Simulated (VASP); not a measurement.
# TaSi₂: restarted molecular dynamics, 2 variants

TaSi₂, P6_222 (no. 180), 9 atoms in the cell. PBE, molecular dynamics; PAW potentials Ta, Si (PBE set).

| Restart from | Temperature at the end (K) | The same without a restart (K) | Potential energy at the end (eV/atom) | The same without a restart (eV/atom) | Electronic steps in the first step after the restart | Time (s) |
|---|---|---|---|---|---|---|
| CONTCAR with velocities, WAVECAR read | 1203.0 | 1203.0 | -7.95810 | -7.95809 | 4 | 248 |
| CONTCAR with velocities, no WAVECAR | 1203.0 | 1203.0 | -7.95810 | -7.95809 | 18 | 170 |

Limits: 120 fs of 9 atoms are too short for converged averages; the cell is only 4.1 Å across, so each atom moves in step with near copies of itself.

## Input of the first row

INCAR.step1:
```
SYSTEM = TaSi2
GGA      = PE             ! functional
PREC     = Normal         ! precision mode
ENCUT    = 250            ! plane-wave cutoff, eV
EDIFF    = 1E-6           ! SCF threshold, eV
NELMIN   = 4            
NELM     = 60             ! most SCF steps
ALGO     = Fast           ! electronic algorithm
LREAL    = Auto         
LASPH    = .TRUE.         ! aspherical terms in the spheres
ISMEAR   = -1             ! smearing method
SIGMA    = 0.05           ! smearing width, eV
ISYM     = 0            
LWAVE    = .TRUE.         ! write WAVECAR
LCHARG   = .FALSE.        ! write CHGCAR
IBRION   = 0              ! ionic algorithm
NSW      = 30             ! ionic steps
POTIM    = 2.0            ! step
TEBEG    = 1000         
ISIF     = 2              ! what is computed and relaxed
RANDOM_SEED= 934827 0 0   
MDALGO   = 4            
NHC_NCHAINS= 3            
NHC_PERIOD= 30           
KPAR     = 2             
```

INCAR.step2, as INCAR.step1 but for:
```
- LWAVE = .TRUE.
+ LWAVE = .FALSE.
```

KPOINTS:
```
k-points
0
Gamma
  3 3 2
```

POSCAR.step1:
```
TaSi2
1.0
    4.7800000000      0.0000000000      0.0000000000
   -2.3900000000      4.1396014301      0.0000000000
    0.0000000000      0.0000000000      6.5640000000
Ta Si
3 6
Direct
    0.0000000000      0.5000000000      0.1666666667
    0.5000000000      0.5000000000      0.8333333333
    0.5000000000      0.0000000000      0.5000000000
    0.3333000000      0.1666500000      0.1666666667
    0.1666500000      0.8333500000      0.8333333333
    0.8333500000      0.6667000000      0.5000000000
    0.6667000000      0.8333500000      0.1666666667
    0.8333500000      0.1666500000      0.8333333333
    0.1666500000      0.3333000000      0.5000000000
```

Commands (each step's output is kept before the next begins):
```
cat potpaw_PBE.64/Ta/POTCAR potpaw_PBE.64/Si/POTCAR > POTCAR
cp INCAR.step1 INCAR
cp POSCAR.step1 POSCAR
mpirun -np 2 vasp_std > vasp.out
cp CONTCAR POSCAR
cp INCAR.step2 INCAR
mpirun -np 2 vasp_std > vasp.out
```

Changes of the last row against the first:
```
(step 1)
- LWAVE = True
+ LWAVE = False
```

VASP 6.6.1 took 248 s on 2 cores (Intel Xeon Platinum 8375C @ 2.90GHz (Ice Lake)), a shared host.
